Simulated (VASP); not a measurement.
A run of VASP 6.6.1 is set up as follows.

File INCAR:

```
SYSTEM = Tl
PREC = Accurate ; ENCUT = 520
EDIFF = 1E-6 ; ISMEAR = -1
SIGMA = 0.05 ; LREAL = .False.
LASPH = .True. ; NELM = 60
ALGO = Normal ; ISIF = 2
LWAVE = .False. ; LCHARG = .False.
GGA = PE ; NBANDS = 20
```

The input KPOINTS:

```
Automatic mesh
0
Gamma
  9 9 5
  0 0 0
```

POSCAR

```
Tl
1.0
    3.5237819143      0.0000000000      0.0000000000
   -1.7618909571      3.0516846552      0.0000000000
    0.0000000000      0.0000000000      5.6333608439
Tl
2
Direct
    0.6666666667      0.3333333333      0.7500000000
    0.3333333333      0.6666666667      0.2500000000
```

Potentials or basis: VASP PAW PBE potentials, release 64 (Tl_d).

Launch:

```console
$ cat potpaw_PBE.64/Tl_d/POTCAR > POTCAR
$ mpirun -np 1 vasp_std > vasp.out
```

Question: Estimate the pressure.

Answer: 1.1 GPa.

Question: What does it give for the band gap on the k mesh?

Answer: None (metal or under the smearing width).

Stress tensor (GPa, compression positive):
```
0.84 0.00 0.00
0.00 0.84 0.00
0.00 0.00 1.76
```

Spin-orbit coupling is left out, which matters for the levels of Tl.
